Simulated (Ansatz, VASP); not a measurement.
**Pb: VASP beside Ansatz**

```
CELL_PARAMETERS angstrom
0.00000 2.47502 2.47502
2.47502 0.00000 2.47502
2.47502 2.47502 0.00000
ATOMIC_POSITIONS crystal
Pb 0.00000 0.00000 0.00000
```

Alike in both runs: task relaxation of cell and atoms; functional PBE; k mesh 9 × 9 × 9; occupations fermi-dirac, width 0.05 eV; no spin polarisation.

|  | VASP | Ansatz |
| --- | --- | --- |
| version | VASP 6.6.1 | Ansatz 0.2.0 |
| potentials or method | VASP PAW PBE potentials, release 64 (Pb_d_GW) | Ansatz PAW |
| plane-wave cutoff (eV) | 680 | 420 |
| valence electrons in the cell | 16 | 14 |

```csv
,VASP,Ansatz,Ansatz less VASP
"gap on the k mesh at the Fermi level, each at its own relaxed structure (eV)",none,none,-
relaxed volume (Å³/atom),31.87,31.88,+0.005
relaxed cell length with the largest relative difference (Å),3.559,3.559,+0.0002
energy change over the relaxation (meV/atom),-10,-10,0.0
```

A gap of «none» marks a metal or a gap that the smearing closes. The two sets of potentials don't hold the same shells in valence.

Caveats: the plane-wave basis is chosen anew once the cell has moved, so the energies of steps on either side of that aren't comparable (Ansatz). The runs have no spin-orbit coupling, so splittings on Pb are missing. Zero-point motion and thermal expansion aren't in these numbers.
